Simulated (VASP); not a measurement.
Hf:

```
Hf
1.0
     3.19670    0.00000    0.00000
    -1.59835    2.76842    0.00000
     0.00000    0.00000    5.05780
Hf
2
Direct
  0.66667 0.33333 0.75000
  0.33333 0.66667 0.25000
```

- Program: VASP 6.6.1
- Task: single point
- Functional: PBEsol
- Potentials or basis: VASP PAW PBE potentials, release 64 (Hf_pv)
- Cutoff: 520 eV
- k mesh: 10 × 10 × 5
- Occupations: fermi-dirac, width 0.05 eV
- Spin: no spin polarisation

On this cell: pressure -4.3 GPa; largest force under 0.003 eV/Å; band gap on the k mesh none (metal or under the smearing width).

The same run follows on a disturbed copy (atoms moved at random, drawn with an rms of 0.05 Å):

```
Hf
1.0
     3.19670    0.00000    0.00000
    -1.59835    2.76842    0.00000
     0.00000    0.00000    5.05780
Hf
2
Direct
  0.67080 0.34630 0.75451
  0.32565 0.67287 0.24668
```

Problem. What does the disturbed cell give?

Solution. The energy (extrapolated to zero smearing) moves by +1.8 meV/atom; pressure -4.2 GPa; largest force 0.141 eV/Å; band gap on the k mesh none (metal or under the smearing width).

Forces on the atoms (eV/Å):
```
Hf  -0.060 -0.042 -0.120
Hf   0.060  0.042  0.120
```

Stress tensor (GPa, compression positive):
```
-3.96  0.22  0.05
 0.22 -4.27  0.03
 0.05  0.03 -4.49
```

Caveats: the PAW data sets were made with another functional, which shifts forces and pressure a little.
